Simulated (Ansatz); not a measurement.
# A plane-wave run on CdSe

Input file of Ansatz 0.2.0:

```yaml
crystal:
  lattice:
    - [2.151739, 3.711632, -0.066452]
    - [-2.090492, 3.676272, -0.038625]
    - [-0.045414, -0.099007, 7.035965]
  atoms:
    - { symbol: Cd, position: [0.653537, 0.68335, 0.003086] }
    - { symbol: Cd, position: [0.326943, 0.352603, 0.490717] }
    - { symbol: Se, position: [0.661735, 0.67821, 0.378386] }
    - { symbol: Se, position: [0.334145, 0.32326, 0.871458] }
kpoints:
  mp_grid: { grid: [5, 5, 3], shift: [0.5, 0.0, 0.0] }
magnetization:
  spin_polarized: false
scf:
  occupations: { method: fermi_dirac }
  lower_state_search: "off"
  max_iter: 200
hamiltonian:
  pseudopotentials: { kind: paw }
  xc: r2scan
basis:
  ecutwfc: 500
  fft_grid_basis: typed
output:
  forces: true
  stress: true
  eigenvalues: true
  bader: true
  populations: true
  elf: true
  write_potential: true
  volumetric_format: npy
  dos:
    e_range: [-12, 8]
    de: 0.05
    projected: { site_lists: { Cd: [Cd], Se: [Se] } }
checkpoint:
  read: saved_state
```

The saved state is an earlier solution for the same cell, perhaps on another mesh. 

Output (shortened):

```
Pseudopotentials: kind: paw
Pseudopotential: Cd, paw, valence charge 20, recommended cutoff 500 eV (meta_gga), Cd.paw.azcp
Pseudopotential: Se, paw, valence charge 16, recommended cutoff 500 eV (meta_gga), Se.paw.azcp
Functional definition: r2SCAN
  exchange = r2scan_x(k0 = k0, k1 = k1, a1 = a1)
  correlation = r2scan_c
Crystal: 4 atoms, lattice volume = 110.224 Å³
Basis set: ecut = 500 eV, 2803 PW (Γ), exchange–correlation on 128×128×216 points (64 copies of the dense FFT grid, shifted against one another)
Bands: 44, of which v1, the nominal top of the filled ones, is band 36 counted from 1 (35 counted from 0)
Symmetry: 1 space group operations
Space group: P1 (ITA 1), of the structure as read, at distance tolerance 4.8e-5 Å
k-points: 38 of 75 (time reversal used)
Initial density: read from a saved state, or passed on in memory by an earlier SCF of this step, an earlier step, the calling program or the single point that the run made first
Functional: x = r2scan, c = r2scan; τ floored in thin density (d = 2e-4 eV/Å³)
SCF iter   1: F=-27495.5610 eV  Δρ=5.26e-4  dr2=2.57e-4  dr2_τ=2.03e-4
SCF iter   2: F=-27495.5611 eV  Δρ=2.96e-4  dr2=8.29e-5  dr2_τ=5.32e-6
SCF iter   3: F=-27495.5611 eV  Δρ=5.76e-5  dr2=4.39e-6  dr2_τ=2.45e-7
SCF iter   4: F=-27495.5611 eV  Δρ=1.98e-5  dr2=5.55e-7  dr2_τ=3.06e-8
SCF iter   5: F=-27495.5611 eV  Δρ=7.66e-6  dr2=7.64e-8  dr2_τ=5.46e-9
Free energy (F): -27495.5611 eV
Harris-Foulkes:  -27495.5611 eV  (|F-HF|=1.38e-10)
Internal energy: -27495.5611 eV  (E = F + TS)
E sigma→0 (E₀):  -27495.5611 eV
Entropy (-TS):    0.0000 eV (-0.003 meV/atom)
Fermi energy:    8.4202 eV
--- Per-component energies (eV) ---
  E_band       = -1838.2913
  E_kinetic    = 1250.6965
  E_local      = -12694.5283  (includes V_loc(G=0)·N_el)
  E_nonlocal   = -1121.7762
  E_hartree    = 6047.6983
  E_xc         = -534.4231
  E_vxc        = -704.9216  (∫ρ·V_xc dr)
  E_paw        = -12062.1997  (= ΣΔE_a)
  E_vpaw       = -708.2365  (= ΣTr[D̂ρ^β])
  E_aug_tail   = -0.0004  (compensation charges beyond the density's cutoff)
  E_vtau       = 45.0794  (kinetic-family band-sum trace: ∫τ·v_τ [+ j·A + Jᵃ·Aᵃ] dr)
  E_ewald      = -8376.3689
  E_core_change = -4.6591  (= ΣΔE_core)
  E_smearing   =  0.0000  (= −TS)
--- Forces (eV/Å), atoms counted from 1 ---
  atom   1  Cd     0.6589    -0.2463    -0.0097
  atom   2  Cd     0.0671     0.0367     0.4490
  atom   3  Se    -0.0142    -0.0692    -0.3020
  atom   4  Se    -0.7119     0.2789    -0.1373
--- Stress (GPa, compression-positive) ---
        4.1776      -1.3669       1.0424
       -1.3669       3.0205       0.0456
        1.0424       0.0456       1.4603
  P = ⅓ Tr σ = 2.8861 GPa (28.861 kbar)
--- Löwdin populations: 4 sites ---
  site symbol       q [e]
     0     Cd     18.7271
     1     Cd     18.7133
     2     Se     17.0930
     3     Se     17.1072
  spilling = 0.0050 (of n_electrons = 72.0000)
```

Origin: a strained cell with displaced atoms, so it need not be a known compound.
